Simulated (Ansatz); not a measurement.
SrO built on the zincblende prototype was relaxed with r2SCAN, strained in 3 ways (changes of length per length), its atoms relaxed again with r2SCAN, and run with PBE in the plane-wave code Ansatz. No spin polarisation. The prototype was imposed, so other structures may be more stable.

Epitaxial -2.72 % in the xy plane, free normal strain +4.21 %. Input:
```yaml
crystal:
  lattice:
    - [0.0, 2.7163304809, 2.9099060445]
    - [2.7163304809, 0.0, 2.9099060445]
    - [2.7163304809, 2.7163304809, 0.0]
  atoms:
    - { symbol: Sr, position: [0.0, 0.0, 0.0] }
    - { symbol: O, position: [0.25, 0.25, 0.25] }
kpoints:
  mp_grid: { grid: [8, 8, 8] }
  band_path:
    path:
      - [0.0, 0.0, 0.0]
      - [-0.5, -0.5, 0.0]
      - [-0.375, -0.375, 0.25]
      - [-0.375, 0.0, 0.375]
      - [0.0, 0.0, 0.5]
      - [-0.5, -0.25, 0.25]
      - [0.296875, -0.5, -0.203125]
    npoints: 1
hamiltonian:
  xc: pbe
scf:
  occupations: { method: fermi_dirac, width: 0.02 }
  n_extra_bands: 4
output:
  forces: true
  stress: true
  eigenvalues: true
```

Main results, then levels in eV from the Fermi energy at the points of the path (names of the unstrained zone, bands numbered from 0):
```
Crystal: 2 atoms, lattice volume = 42.941 Å³
Basis set: ecut = 420 eV, 853 PW (Γ)
Symmetry: 8 space group operations
Space group: I-4m2 (ITA 119)
k-points: 59 of 512 (time reversal used)
Free energy (F): -4114.328225 eV
Fermi energy:    6.645818 eV
--- Forces (eV/Å), atoms counted from 1 ---
  atom   1  Sr      0.00000      0.00000      0.00000
  atom   2  O       0.00000      0.00000      0.00000
--- Stress (GPa, compression-positive) ---
        2.083031       0.000000       0.000000
        0.000000       2.083031       0.000000
        0.000000       0.000000       0.929417
  P = ⅓ Tr σ = 1.6985 GPa (16.985 kbar)
```
```tsv
point	band_3	band_4	band_5	band_6	band_7	band_8	band_9	band_10
Γ	-15.328	-15.318	-2.203	-2.154	-2.154	1.237	6.396	7.173
X	-15.527	-13.850	-2.769	-1.293	-1.293	3.151	4.320	8.454
U	-15.482	-13.847	-2.383	-1.517	-1.445	3.257	4.574	7.042
K	-15.524	-13.964	-2.382	-1.543	-1.499	3.324	4.685	6.931
L	-15.395	-14.308	-2.042	-1.913	-1.798	4.010	5.857	6.257
W	-15.591	-13.834	-2.039	-1.970	-1.288	3.286	4.395	7.187
(0.297,-1/2,-0.203)	-15.575	-13.817	-2.224	-1.783	-1.286	3.249	4.361	7.305
```

The PBE gap is indirect, 2.52 eV (k = (0.297, -1/2, -0.203) to Γ), below the direct gap of 3.39 eV at Γ. The mean pressure at these positions is +1.70 GPa, compression counted positive.

Problem. Uniaxial -0.4 % along [111], other directions held gives these blocks instead:
```yaml
crystal:
  lattice:
    - [-0.0074460814, 2.7848344294, 2.7848344294]
    - [2.7848344294, -0.0074460814, 2.7848344294]
    - [2.7848344294, 2.7848344294, -0.0074460814]
  atoms:
    - { symbol: Sr, position: [-0.0002431778, -0.0002431778, -0.0002431778] }
    - { symbol: O, position: [0.2502431778, 0.2502431778, 0.2502431778] }
kpoints:
  mp_grid: { grid: [8, 8, 8] }
  band_path:
    path:
      - [0.0, 0.0, 0.0]
      - [-0.5, -0.5, 0.0]
      - [-0.375, -0.375, 0.25]
      - [-0.375, 0.0, 0.375]
      - [0.0, 0.0, 0.5]
      - [-0.5, -0.25, 0.25]
      - [0.25, -0.5, -0.25]
    npoints: 1
```
What comes out?

Solution.
```
Crystal: 2 atoms, lattice volume = 43.368 Å³
Basis set: ecut = 420 eV, 869 PW (Γ)
Symmetry: 6 space group operations
Space group: R3m (ITA 160)
k-points: 65 of 512 (time reversal used)
Free energy (F): -4114.338355 eV
Fermi energy:    6.534353 eV
--- Forces (eV/Å), atoms counted from 1 ---
  atom   1  Sr      0.00046      0.00046      0.00046
  atom   2  O     -0.00046    -0.00046    -0.00046
--- Stress (GPa, compression-positive) ---
        1.220098       0.067801       0.067801
        0.067801       1.220098       0.067801
        0.067801       0.067801       1.220098
  P = ⅓ Tr σ = 1.2201 GPa (12.201 kbar)
```
```tsv
point	band_3	band_4	band_5	band_6	band_7	band_8	band_9	band_10
Γ	-15.327	-15.326	-2.151	-2.151	-2.140	1.234	6.793	6.793
X	-15.556	-13.983	-2.722	-1.304	-1.303	3.299	4.460	8.388
U	-15.512	-13.934	-2.347	-1.504	-1.462	3.291	4.678	6.937
K	-15.510	-13.932	-2.348	-1.505	-1.460	3.286	4.672	6.955
L	-15.415	-14.308	-2.012	-1.830	-1.828	3.991	5.850	6.312
W	-15.566	-13.883	-1.999	-1.973	-1.295	3.303	4.404	7.293
(1/4,-1/2,-1/4)	-15.566	-13.883	-1.999	-1.973	-1.295	3.303	4.404	7.293
```
The PBE gap is indirect, 2.53 eV (W to Γ), below the direct gap of 3.37 eV at Γ. At this geometry PBE finds +1.22 GPa, compression counted positive: its own equilibrium volume is larger.

Xy shear, engineering strain (angle) +1.18 %. These blocks change:
```yaml
crystal:
  lattice:
    - [0.016474455, 2.7922805108, 2.7922805108]
    - [2.7922805108, 0.016474455, 2.7922805108]
    - [2.8087549658, 2.8087549658, 0.0]
  atoms:
    - { symbol: Sr, position: [0.0010612561, 0.0010612561, -0.0010612561] }
    - { symbol: O, position: [0.2489387439, 0.2489387439, 0.2510612561] }
kpoints:
  mp_grid: { grid: [8, 8, 8] }
  band_path:
    path:
      - [0.0, 0.0, 0.0]
      - [-0.5, -0.5, 0.0]
      - [-0.375, -0.375, 0.25]
      - [-0.375, 0.0, 0.375]
      - [0.0, 0.0, 0.5]
      - [-0.5, -0.25, 0.25]
      - [0.25, -0.5, -0.25]
    npoints: 1
```

```
Crystal: 2 atoms, lattice volume = 43.540 Å³
Basis set: ecut = 420 eV, 869 PW (Γ)
Symmetry: 4 space group operations
Space group: Imm2 (ITA 44)
k-points: 95 of 512 (time reversal used)
Free energy (F): -4114.339096 eV
Fermi energy:    6.493637 eV
--- Forces (eV/Å), atoms counted from 1 ---
  atom   1  Sr      0.00000      0.00000    -0.00245
  atom   2  O       0.00000      0.00000      0.00244
--- Stress (GPa, compression-positive) ---
        0.960326      -0.302913       0.000000
       -0.302913       0.960326       0.000000
        0.000000       0.000000       0.952107
  P = ⅓ Tr σ = 0.9576 GPa (9.576 kbar)
```
```tsv
point	band_3	band_4	band_5	band_6	band_7	band_8	band_9	band_10
Γ	-15.336	-15.336	-2.150	-2.134	-2.116	1.229	6.779	6.784
X	-15.559	-13.996	-2.707	-1.302	-1.295	3.295	4.456	8.371
U	-15.515	-13.942	-2.339	-1.501	-1.450	3.275	4.656	6.976
K	-15.519	-13.947	-2.336	-1.501	-1.452	3.287	4.670	6.935
L	-15.421	-14.308	-2.018	-1.815	-1.811	3.979	5.829	6.270
W	-15.573	-13.897	-1.990	-1.963	-1.290	3.301	4.402	7.278
(1/4,-1/2,-1/4)	-15.573	-13.897	-1.990	-1.963	-1.290	3.301	4.402	7.278
```

With PBE the valence top lies at W and the conduction bottom at Γ, 2.52 eV higher; the smallest vertical gap, at Γ, is 3.35 eV. With the atoms held, the mean pressure is +0.96 GPa (compression positive).
